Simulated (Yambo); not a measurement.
# As (Pm-3m) in Yambo: a series of runs, part 3 of 3

Yambo 5.3.0. The steps go on from the part before.

### Step 5. G0W0 quasiparticle levels, PBEsol

g0w07.in reads:

```
gw0
dyson
el_el_corr
rim_cut
HF_and_locXC
ppa
em1d
RandQpts= 1000000
RandGvec= 50 RL
EXXRLvcs= 104 Ry
VXCRLvcs= 104 Ry
Chimod= "HARTREE"
% BndsRnXp
 1 | 312 |
%
NGsBlkXp= 12 Ry
% LongDrXp
 1 | 1 | 1 |
%
PPAPntXp= 27.21138 eV
% GbndRnge
 1 | 312 |
%
GTermKind= "BG"
DysSolver= "n"
ExtendOut
% QPkrange
 1 | 1 | 10 | 14 |
 5 | 5 | 10 | 14 |
 20 | 20 | 10 | 14 |
%
```

scf.in reads:

```
&CONTROL
  calculation = 'scf'
  prefix = 'pwscf'
  outdir = './tmp'
  pseudo_dir = './pseudo'
/
&SYSTEM
  ibrav = 0
  nat = 1
  ntyp = 1
  ecutwfc = 104
  nbnd = 18
  occupations = 'smearing'
  smearing = 'fd'
  degauss = 0.00367493
  force_symmorphic = .true.
/
&ELECTRONS
  conv_thr = 2d-10
  electron_maxstep = 120
  mixing_beta = 0.5
/
ATOMIC_SPECIES
As    74.9216 As.upf
CELL_PARAMETERS angstrom
   2.7036817444    0.0000000000    0.0000000000
   0.0000000000    2.7036817444    0.0000000000
   0.0000000000    0.0000000000    2.7036817444
ATOMIC_POSITIONS crystal
As     0.5000000000    0.5000000000    0.5000000000
K_POINTS automatic
10 10 10 0 0 0
```

nscf.in reads:

```
&CONTROL
  calculation = 'nscf'
  prefix = 'pwscf'
  outdir = './tmp'
  pseudo_dir = './pseudo'
/
&SYSTEM
  ibrav = 0
  nat = 1
  ntyp = 1
  ecutwfc = 104
  nbnd = 312
  occupations = 'smearing'
  smearing = 'fd'
  degauss = 0.00367493
  force_symmorphic = .true.
/
&ELECTRONS
  conv_thr = 1d-08
  diago_full_acc = .true.
  diago_thr_init = 1d-06
/
ATOMIC_SPECIES
As    74.9216 As.upf
CELL_PARAMETERS angstrom
   2.7036817444    0.0000000000    0.0000000000
   0.0000000000    2.7036817444    0.0000000000
   0.0000000000    0.0000000000    2.7036817444
ATOMIC_POSITIONS crystal
As     0.5000000000    0.5000000000    0.5000000000
K_POINTS automatic
6 6 6 0 0 0
```

Potentials or basis: PseudoDojo 0.4 SR PBEsol stringent.

The run is started by

```
$ OMP_NUM_THREADS=1 pw.x -in scf.in > scf.out
$ OMP_NUM_THREADS=1 pw.x -in nscf.in > nscf.out
$ cd tmp/pwscf.save; p2y; mv SAVE ../..; cd ../..
$ OMP_NUM_THREADS=1 yambo
$ mkdir -p g0w07; ln -s $PWD/g0w00/ndb.pp* g0w07/
$ mkdir -p g0w07; ln -s $PWD/g0w00/ndb.RIM g0w07/
$ OMP_NUM_THREADS=1 yambo -F g0w07.in -J g0w07 -C g0w07_out
```

Yambo's report:

```text
[... sections 02.01 to 02.04 as in the set-up run ...]

  [02.05] Energies & Occupations
  ==============================

  [X] === General ===
  [X] Electronic Temperature                        :  0.258693E-1   300.200    [eV K]
  [X] Bosonic    Temperature                        :  0.258606E-1   300.100    [eV K]
  [X] Finite Temperature mode                       : yes
  [X] El. density                                   :  0.11638E+25 [cm-3]
  [X] Fermi Level                                   :  13.36452 [eV]

  [X] === Gaps and Widths ===
  [X] Conduction Band Min                           :  13.36452 [eV]
  [X] Valence Band Max                              :  13.36452 [eV]
  [X] Filled Bands                                  :  10
  [X] Metallic Bands                                :  11  13
  [X] Empty Bands                                   :   14  312

  [X] === Metallic Characters ===
  [X] N of el / N of met el                         :  23.00000   2.99999
  [X] Average metallic occ.                         :  0.250000

  [WARNING] [X] Metallic system

 [03] Transferred momenta grid and indexing
 ==========================================

 IBZ Q-points                                      :  20
 BZ  Q-points                                      :  216

 K/Q-points units:
 rlu = crystal or reduced units; cc = cartesian coordinates; iku = interal k-units

 Q [ 1]         [rlu]:  0.000000  0.000000  0.000000
 Q [ 2]         [rlu]:  0.000000  0.000000  0.166667
 Q [ 3]         [rlu]:  0.000000  0.000000  0.333333
 Q [ 4]         [rlu]:  0.000000  0.000000 -0.500000
 Q [ 5]         [rlu]:  0.000000  0.166667  0.166667
 Q [ 6]         [rlu]:  0.000000  0.166667  0.333333
 Q [ 7]         [rlu]:  0.000000  0.166667 -0.500000
 Q [ 8]         [rlu]:  0.000000  0.333333  0.333333
 Q [ 9]         [rlu]:  0.000000  0.333333 -0.500000
 Q [10]         [rlu]:  0.000000 -0.500000 -0.500000
 Q [11]         [rlu]:  0.166667  0.166667  0.166667
 Q [12]         [rlu]:  0.166667  0.166667  0.333333
 Q [13]         [rlu]:  0.166667  0.166667 -0.500000
 Q [14]         [rlu]:  0.166667  0.333333  0.333333
 Q [15]         [rlu]:  0.166667  0.333333 -0.500000
 Q [16]         [rlu]:  0.166667 -0.500000 -0.500000
 Q [17]         [rlu]:  0.333333  0.333333  0.333333
 Q [18]         [rlu]:  0.333333  0.333333 -0.500000
 Q [19]         [rlu]:  0.333333 -0.500000 -0.500000
 Q [20]         [rlu]: -0.500000 -0.500000 -0.500000

 [04] Coloumb potential Random Integration (RIM)
 ===============================================

 Summary of Coulomb integrals for non-metallic bands |Q|[au] RIM/Bare

 Q [1] 0.100000E-4 0.984904 * Q [2] 0.204962 1.050024
 Q [5] 0.289861 1.049826 * Q [11] 0.355005 1.035868
 Q [3] 0.409925 1.019134 * Q [6] 0.458310 1.017797
 Q [12] 0.502053 1.015739 * Q [8] 0.579721 1.011984
 Q [4] 0.614887 1.009879 * Q [14] 0.614887 1.010913
 Q [7] 0.648148 1.009384 * Q [13] 0.679783 1.008739
 Q [17] 0.710011 1.008390 * Q [9] 0.739002 1.007753
 Q [15] 0.766899 1.007292 * Q [18] 0.845082 1.006183
 Q [10] 0.869582 1.005515 * Q [16] 0.893410 1.005243
 Q [19] 0.961359 1.004631 * Q [20] 1.065016 1.004064

 [05] Dipoles
 ============

  [05.01] Setup: observables and procedures
  =========================================

[... 97 lines left out ...]

  [Hartree-Fock] === Metallic Characters ===
  [Hartree-Fock] N of el / N of met el              :  23.00000   2.99999
  [Hartree-Fock] Average metallic occ.              :  0.250000

  [WARNING] [Hartree-Fock] Metallic system

 [08] Dyson equation: Newton solver
 ==================================

 [WARNING] Response block size in GW reduced to 93      RL (6049    mHa)

  [08.01] G0W0 (W PPA)
  ====================

  [  GW  ] Bands range     :    1  312
  [GW/PPA] G damping       :  0.100000 [eV]

  QP @ state[ 1 ] K range:  1  1
  QP @ state[ 1 ] b range:  10  14
  QP @ state[ 2 ] K range:   5   5
  QP @ state[ 2 ] b range:  10  14
  QP @ state[ 3 ] K range:  20  20
  QP @ state[ 3 ] b range:  10  14
[... 67 lines left out ...]
   :: Time ordering fails/rest    :  0.504051
   :: Mean rel dev of PP cond     :  0.386512
   Current Q-pt index             :  18
   :: PP condition fails/total    :  0.387097
   :: Time ordering fails/rest    :  0.499906
   :: Mean rel dev of PP cond     :  0.387206
   Current Q-pt index             :  19
   :: PP condition fails/total    :  0.380622
   :: Time ordering fails/rest    :  0.498973
   :: Mean rel dev of PP cond     :  0.380745
   Current Q-pt index             :  20
   :: PP condition fails/total    :  0.382241
   :: Time ordering fails/rest    :  0.501404
   :: Mean rel dev of PP cond     :  0.382362

  [08.02] QP properties and I/O
  =============================

  Legend (energies in eV)
  - B  : Band       - Eo  : bare energy
  - E  : QP energy  - Z   : Renormalization factor
  - So : Sc(Eo)     - S   : Sc(E)
  - dSp: Sc derivative precision

  - lXC: Local XC (Perdew, Burke & Ernzerhof SOL(X)+Perdew, Burke & Ernzerhof SOL(C))
  -nlXC: non-Local XC (Hartree-Fock)

  QP [eV] @ K [1] (iku):  0.000000  0.000000  0.000000
   B=10 Eo=-15.34 E=-15.18 E-Eo=  0.17 Re(Z)=0.61 Im(Z)= -0.03822 nlXC=-21.11008 lXC=-13.43580 So=  7.94737
   B=11 Eo=  3.79 E=  3.65 E-Eo= -0.14 Re(Z)=0.76 Im(Z)=-0.685130E-2 nlXC= -9.16910 lXC= -14.0919 So= -5.11122
   B=12 Eo=  3.79 E=  3.65 E-Eo= -0.14 Re(Z)=0.76 Im(Z)=-0.686017E-2 nlXC= -9.16907 lXC= -14.0919 So= -5.11098
   B=13 Eo=  3.79 E=  3.65 E-Eo= -0.14 Re(Z)=0.76 Im(Z)=-0.685009E-2 nlXC= -9.16906 lXC= -14.0919 So= -5.11012
   B=14 Eo=  8.25 E=  8.06 E-Eo= -0.19 Re(Z)=0.76 Im(Z)= 0.104763E-1 nlXC= -7.03040 lXC= -12.3915 So= -5.61018

  QP [eV] @ K [5] (iku):  0.000000  0.166667  0.166667
   B=10 Eo=-14.33 E=-14.28 E-Eo=  0.05 Re(Z)=0.62 Im(Z)= 0.896522E-2 nlXC= -20.8618 lXC= -13.6044 So=  7.33220
   B=11 Eo= -0.07 E= -0.34 E-Eo= -0.27 Re(Z)=0.78 Im(Z)=-0.137168E-2 nlXC= -12.5246 lXC= -13.2211 So= -1.03472
   B=12 Eo=  0.40 E=  0.18 E-Eo= -0.22 Re(Z)=0.78 Im(Z)=-0.137953E-2 nlXC= -10.1654 lXC= -13.3284 So= -3.44069
   B=13 Eo=  4.67 E=  4.54 E-Eo= -0.13 Re(Z)=0.75 Im(Z)=-0.490096E-2 nlXC= -8.85841 lXC= -14.4015 So= -5.71871
   B=14 Eo=  9.78 E=  9.52 E-Eo= -0.25 Re(Z)=0.82 Im(Z)= 0.632092E-2 nlXC= -6.24772 lXC= -12.2237 So= -6.28804

  QP [eV] @ K [20] (iku): -0.500000 -0.500000 -0.500000
   B=10 Eo= -5.30 E= -5.57 E-Eo= -0.27 Re(Z)=0.78 Im(Z)=-0.129960E-1 nlXC= -19.0676 lXC= -17.1892 So=  1.53726
   B=11 Eo= -2.17 E= -2.53 E-Eo= -0.37 Re(Z)=0.77 Im(Z)=-0.149484E-2 nlXC= -15.1138 lXC= -13.6475 So= 0.990055
   B=12 Eo= -2.17 E= -2.54 E-Eo= -0.37 Re(Z)=0.77 Im(Z)=-0.148256E-2 nlXC= -15.1138 lXC= -13.6475 So= 0.989754
   B=13 Eo= -2.17 E= -2.54 E-Eo= -0.37 Re(Z)=0.77 Im(Z)=-0.149422E-2 nlXC= -15.1138 lXC= -13.6475 So= 0.989150
   B=14 Eo=  5.58 E=  5.41 E-Eo= -0.17 Re(Z)=0.79 Im(Z)=-0.105520E-2 nlXC= -5.69334 lXC= -10.7065 So= -5.23289

  [WR./g0w07//ndb.QP]-------------------------------------------------------------
   Lattice constants                                :  5.109218  5.109218  5.109218
   Coulomb cutoff potential                         : none
   Electronic Temperature                           :  300.2000 [K]
   Bosonic    Temperature                           :  300.1000 [K]
   Green`s function   energies                      : Perdew, Burke & Ernzerhof SOL(X)+Perdew, Burke & Ernzerhof SOL(C)
   wavefunctions                                    : Perdew, Burke & Ernzerhof SOL(X)+Perdew, Burke & Ernzerhof SOL(C)
   PPA    diel. fun.  energies                      : Perdew, Burke & Ernzerhof SOL(X)+Perdew, Burke & Ernzerhof SOL(C)
   wavefunctions                                    : Perdew, Burke & Ernzerhof SOL(X)+Perdew, Burke & Ernzerhof SOL(C)
   QP tot states                                    :  15
   GW solver                                        : Newton
   GW approximation                                 : PPA
   PPA imaginary Energy                             :  27.21138 ev
   RIM G`s                                          :   57
   RIM random pts                                   :  1000000
   dS/dw steps                                      :  2
   dS/dw step                                       :  0.100000 ev
   X G`s                                            :   93 used
   X G`s                                            :   93 disk
   X bands                                          :    1  312
   X poles                                          :  100.0000 o/o
   X e/h E range                                    : -1.000000 -1.000000 ev
   X Hxc Kernel                                     : HARTREE
   X BZ energy Double Grid                          : no
   X Optical Averaged directions                    : none
   Sc/G bands                                       :    1  312
   Sc/G damping                                     :  0.100000 ev
   Sc bands terminator                              : yes
   Sc terminator kind                               : BG
   Sc Terminator pole                               :  40.81708
   Sx RL components                                 :  2469

   QP @ state[ 1 ] K range                          :  1  1
   QP @ state[ 1 ] b range                          :  10  14
   QP @ state[ 2 ] K range                          :   5   5
   QP @ state[ 2 ] b range                          :  10  14
   QP @ state[ 3 ] K range                          :  20  20
   QP @ state[ 3 ] b range                          :  10  14
   GF energies kind                                 : Perdew, Burke & Ernzerhof SOL(X)+Perdew, Burke & Ernzerhof SOL(C)
   GF WF`s kind                                     : Perdew, Burke & Ernzerhof SOL(X)+Perdew, Burke & Ernzerhof SOL(C)
   Xs energies kind                                 : Perdew, Burke & Ernzerhof SOL(X)+Perdew, Burke & Ernzerhof SOL(C)
   Xs WF`s kind                                     : Perdew, Burke & Ernzerhof SOL(X)+Perdew, Burke & Ernzerhof SOL(C)
```

What came out:

```
Band gap on the k mesh, mean-field level : none (metal or under the smearing width)
```

Quasiparticle terms (eV):
| k point | band | Kohn-Sham level | Vxc | Σx | Σc | Z | result |
| --- | --- | --- | --- | --- | --- | --- | --- |
| (0.000, 0.000, 0.000) | 10 | -15.34 | -13.44 | -21.11 | 7.95 | 0.61 | -15.18 |
| (0.000, 0.000, 0.000) | 11 | 3.79 | -14.09 | -9.17 | -5.11 | 0.76 | 3.65 |
| (0.000, 0.000, 0.000) | 12 | 3.79 | -14.09 | -9.17 | -5.11 | 0.76 | 3.65 |
| (0.000, 0.000, 0.000) | 13 | 3.79 | -14.09 | -9.17 | -5.11 | 0.76 | 3.65 |
| (0.000, 0.000, 0.000) | 14 | 8.25 | -12.39 | -7.03 | -5.61 | 0.76 | 8.06 |
| (0.000, 0.167, 0.167) | 10 | -14.33 | -13.60 | -20.86 | 7.33 | 0.62 | -14.28 |
| (0.000, 0.167, 0.167) | 11 | -0.07 | -13.22 | -12.52 | -1.03 | 0.78 | -0.34 |
| (0.000, 0.167, 0.167) | 12 | 0.40 | -13.33 | -10.17 | -3.44 | 0.78 | 0.18 |
| (0.000, 0.167, 0.167) | 13 | 4.67 | -14.40 | -8.86 | -5.72 | 0.75 | 4.54 |
| (0.000, 0.167, 0.167) | 14 | 9.78 | -12.22 | -6.25 | -6.29 | 0.82 | 9.52 |
| (-0.500, -0.500, -0.500) | 10 | -5.30 | -17.19 | -19.07 | 1.54 | 0.78 | -5.57 |
| (-0.500, -0.500, -0.500) | 11 | -2.17 | -13.65 | -15.11 | 0.99 | 0.77 | -2.53 |
| (-0.500, -0.500, -0.500) | 12 | -2.17 | -13.65 | -15.11 | 0.99 | 0.77 | -2.54 |
| (-0.500, -0.500, -0.500) | 13 | -2.17 | -13.65 | -15.11 | 0.99 | 0.77 | -2.54 |
| (-0.500, -0.500, -0.500) | 14 | 5.58 | -10.71 | -5.69 | -5.23 | 0.79 | 5.41 |

Caveat: the k mesh is coarse (spacing up to 0.39 Å⁻¹), so the values aren't converged; the plasmon-pole model is rough for a metal; the ground state has no gap, which makes the many-body step unreliable; this version prints the column dSc/dw multiplied by 27.2; the terminator is approximate in this version, by hundredths of an eV.

### Step 6. The runs side by side

```csv
task,states corrected,"bands corrected (first, last)",direction of the field or of q to 0,broadening,frequency dependence of W,other keys,gap on the mesh (eV)
Hartree-Fock levels,all k points,"[8, 15]",-,-,-,-,none
G0W0 quasiparticle levels,Γ and the k points of the band edges,"[10, 14]",x + y + z,0.1 eV,plasmon pole,"several, not listed",none
G0W0 quasiparticle levels,Γ and the k points of the band edges,"[10, 14]",x + y + z,0.1 eV,plasmon pole,-,none
```

Alike in all rows: level PBEsol; potentials or basis PseudoDojo 0.4 SR PBEsol stringent; no spin polarisation; cell as given; k mesh 6 × 6 × 6; cutoff (eV) 1415; smearing fermi-dirac 0.05 eV; the mesh is coarse, so values aren't converged.

Caveats: all runs use coarse meshes; the ground state has no gap, which makes the many-body step unreliable; the plasmon-pole model is rough for a metal (some runs); this version prints the column dSc/dw multiplied by 27.2 (some runs); the terminator is approximate in this version, by hundredths of an eV (some runs).

Absolute energies hang on the potentials; compare differences alone.
